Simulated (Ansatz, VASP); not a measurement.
**Two plane-wave programs on HgTe**

The input POSCAR:

```
HgTe
1.0
    0.0000000000      3.0204014048      3.0204014048
    3.0204014048      0.0000000000      3.0204014048
    3.0204014048      3.0204014048      0.0000000000
Hg Te
1 1
Direct
    0.0000000000      0.0000000000      0.0000000000
    0.5000000000      0.5000000000      0.5000000000
```

Contents of INCAR.step1:

```
SYSTEM = HgTe
  PREC = Accurate
  ENCUT = 520
  EDIFF = 1E-5
  ISMEAR = -1
  SIGMA = 0.02
  LREAL = .False.
  LASPH = .True.
  NELM = 60
  ALGO = Normal
  ISIF = 2
  LWAVE = .True.
  GGA = PE
  NBANDS = 16
```

Contents of INCAR.step2:

```
SYSTEM = HgTe
  PREC = Accurate
  ENCUT = 520
  EDIFF = 1E-6
  ISMEAR = -1
  SIGMA = 0.02
  LREAL = .False.
  LASPH = .True.
  NELM = 60
  ALGO = Normal
  ISIF = 2
  LWAVE = .False.
  LCHARG = .True.
  GGA = PE
  LHFCALC = .True.
  HFSCREEN = 0.2079
  PRECFOCK = Normal
  LELF = .True.
  LVHAR = .True.
  ISTART = 1
  NBANDS = 16
```

Contents of KPOINTS:

```
Automatic mesh
0
Gamma
  4 4 4
  0 0 0
```

Input for Ansatz:

```yaml
crystal:
  lattice:
    - [0.0, 3.0204014048, 3.0204014048]
    - [3.0204014048, 0.0, 3.0204014048]
    - [3.0204014048, 3.0204014048, 0.0]
  atoms:
    - { symbol: Hg, position: [0.0, 0.0, 0.0] }
    - { symbol: Te, position: [0.5, 0.5, 0.5] }
kpoints:
  mp_grid: { grid: [4, 4, 4] }
hamiltonian:
  xc: hse06
scf:
  occupations: { method: fermi_dirac, width: 0.02 }
  n_extra_bands: 4
output:
  forces: true
  stress: true
  eigenvalues: true
  write_density: true
  write_potential: true
  elf: true
  volumetric_format: npy
```

Measurements of this composition are mostly on another form, of space group No. 216.

Alike in both runs: task single point; functional HSE06; k mesh 4 × 4 × 4; occupations fermi-dirac, width 0.02 eV; no spin polarisation.

|  | VASP | Ansatz |
| --- | --- | --- |
| version | VASP 6.6.1 | Ansatz 0.2.0 |
| potentials or method | VASP PAW PBE potentials, release 64 (Hg, Te) | plane waves, PAW |
| plane-wave cutoff (eV) | 520 | 420 |
| valence electrons in the cell | 18 | 36 |

VASP gave:

```
pressure (GPa) : 2.3
```

Q: Which values does Ansatz return?

A: Pressure (GPa): 2.4.

The functional is the same, so the differences come from potentials, cutoffs and numerics. The two sets of potentials don't hold the same shells in valence. Ansatz warned: «filled_band_counts_differ_across_k_points».

Caveats: the k mesh is coarse (spacing up to 0.45 Å⁻¹), so the values aren't converged, least of all with exact exchange; the PAW data sets were made with another functional, which shifts forces and pressure a little (VASP). Spin-orbit coupling is left out, which matters for the levels of Hg, Te.
